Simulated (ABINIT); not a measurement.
The system is CsH.

```
Cs H
1.0
     0.00000    3.18800    3.18800
     3.18800    0.00000    3.18800
     3.18800    3.18800    0.00000
Cs H
1 1
Direct
  0.00000 0.00000 0.00000
  0.50000 0.50000 0.50000
```

```yaml
Program: ABINIT 10.8.3 (patched build)
Task: relaxation of cell and atoms
Functional: LDA
Potentials_or_basis: PseudoDojo NC SR LDA v0.4.1 standard
Cutoff: 1007 eV
k_mesh: 5 × 5 × 5
Occupations: fermi-dirac, width 0.05 eV
Spin: no spin polarisation
```

At the start: pressure -1.3 GPa; volume 32.40 Å³/atom.

Task: How do energy, volume and symmetry change on relaxing?

Result: Over 5 steps the energy falls by 18.2 meV/atom and the volume is 28.27 Å³/atom (-12.8 %); space group Fm-3m (No. 225, to 0.05 Å).

The path:
| step | energy change (eV) | largest force (eV/Å) | pressure (GPa) | volume (Å³) |
| --- | --- | --- | --- | --- |
| 1 | 0.0000 | 0.0000 | -1.27 | 64.80 |
| 2 | -0.0020 | 0.0000 | -1.24 | 64.55 |
| 3 | -0.0354 | 0.0000 | 0.27 | 55.31 |
| 4 | -0.0364 | 0.0000 | -0.04 | 56.71 |
| 5 | -0.0364 | 0.0000 | 0.00 | 56.54 |

Final structure:
```
Cs H
1.0
     0.00000    3.04627    3.04627
     3.04627    0.00000    3.04627
     3.04627    3.04627    0.00000
Cs H
1 1
Direct
  0.00000 0.00000 0.00000
  0.50000 0.50000 0.50000
```

Caveat: the volume moved by -13 % from the deposited cell, more than functionals usually miss.
